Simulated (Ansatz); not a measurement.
Structures of PbO$_{2}$: which is lowest?

Plane-wave DFT in Ansatz with scalar-relativistic PAW potentials, cutoff 420 eV, Γ-centred meshes chosen by cell and gap, Gaussian smearing with energies taken to zero width. Every cell was relaxed (cell and atoms) in a run of its own, within the symmetry of its start. Functional: LDA.

Relaxed structures (starts from databases or built by putting these elements on another compound's sites):
A. I-42d, 6 atoms in the computed cell, a = 6.061 Å, c = 6.151 Å; sites (symmetry × multiplicity) Pb -4.. × 4, O .2. × 8; start: built
B. P4_2/mnm, 6 atoms in the computed cell, a = 4.938 Å, c = 3.390 Å; sites (symmetry × multiplicity) Pb m.mm × 2, O m.2m × 4; start: built
C. I4_1/amd, 6 atoms in the computed cell, a = 4.181 Å, c = 10.750 Å; sites (symmetry × multiplicity) Pb -4m2 × 4, O 2mm. × 8; start: built

Task: Rank them by energy. Could pressure change the order?

Result:
```tsv
structure	group	E − E(lowest) (meV/atom)	V (Å³/atom)	gap on mesh (eV)
B	P4_2/mnm	0.0	13.77	0.00
C	I4_1/amd	80	15.66	0.00
A	I-42d	422	18.83	0.34
```

B is lowest, 80 meV/atom under C. The lowest is also the densest of these, so pressure wouldn't bring one of the others in at first order. Other structures may lie lower than all of these, and vibrations aren't counted.

Spin-orbit coupling is left out, which matters for the bands of heavy elements. For Tl, Pb and Bi spin-orbit coupling shifts energies too.